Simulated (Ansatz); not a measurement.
Crystals in the rock-salt structure, computed with r2SCAN in Ansatz (plane-wave DFT, scalar-relativistic, harmonic phonons, no LO–TO term at Γ; fixed occupations; no spin; PAW, where unfrozen means all-electron datasets; each on its own modest k mesh, which can be coarse for ε∞).

One of them, on the k mesh 6×6×6 in its typed cell of 8.4 Å³ an atom, gives top Γ mode (cm⁻¹) 267 (phonons by finite displacements).

Caveats: coarse k mesh.

(1) Which crystal is it?
A. LiH
B. LiF
C. MgO
D. NaCl

## Answers

(1) B. It is LiF. The others give, for the top Γ mode in cm⁻¹: LiH 601 on 6×6×6, NaCl 153 on 6×6×6, MgO 364 on 6×6×6. Caveats: LiH: Ansatz hand-made PAW files were made for PBE.
